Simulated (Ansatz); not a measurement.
GaAs:

```
CELL_PARAMETERS angstrom
0.00000 2.82685 2.82685
2.82685 0.00000 2.82685
2.82685 2.82685 0.00000
ATOMIC_POSITIONS crystal
As 0.75000 0.75000 0.75000
Ga 0.00000 0.00000 0.00000
```

| Quantity | Value |
| --- | --- |
| Program | Ansatz 0.2.0 |
| Task | single point |
| Functional | PBE |
| Potentials or basis | all-electron LAPW, scalar-relativistic |
| Cutoff | 316 eV (chosen from the basis error) |
| Basis error allowed | 0.001 eV/atom |
| k mesh | 8 × 8 × 8 |
| Occupations | fermi-dirac, width 0.05 eV |
| Spin | no spin polarisation |

On this cell: pressure 3.3 GPa; largest force zero by symmetry; band gap on the k mesh 0.52 eV, direct.

The same run follows on a disturbed copy (atoms moved at random, drawn with an rms of 0.05 Å):

```
As Ga
1.0
     0.00000    2.82685    2.82685
     2.82685    0.00000    2.82685
     2.82685    2.82685    0.00000
As Ga
1 1
Direct
  0.75791 0.73978 0.75942
  0.00965 0.00933 0.97945
```

Q: What changes?

A: The energy moves by +23.9 meV/atom; pressure 3.6 GPa; largest force 0.887 eV/Å; band gap on the k mesh 0.20 eV, direct.

Forces in eV/Å, atoms in the order of the input:
```
As  -0.153 -0.709  0.511
Ga   0.153  0.709 -0.511
```

Stress tensor (GPa, compression positive):
```
 3.68 -1.52  2.10
-1.52  3.47  0.47
 2.10  0.47  3.57
```

A k mesh can miss the band edges.
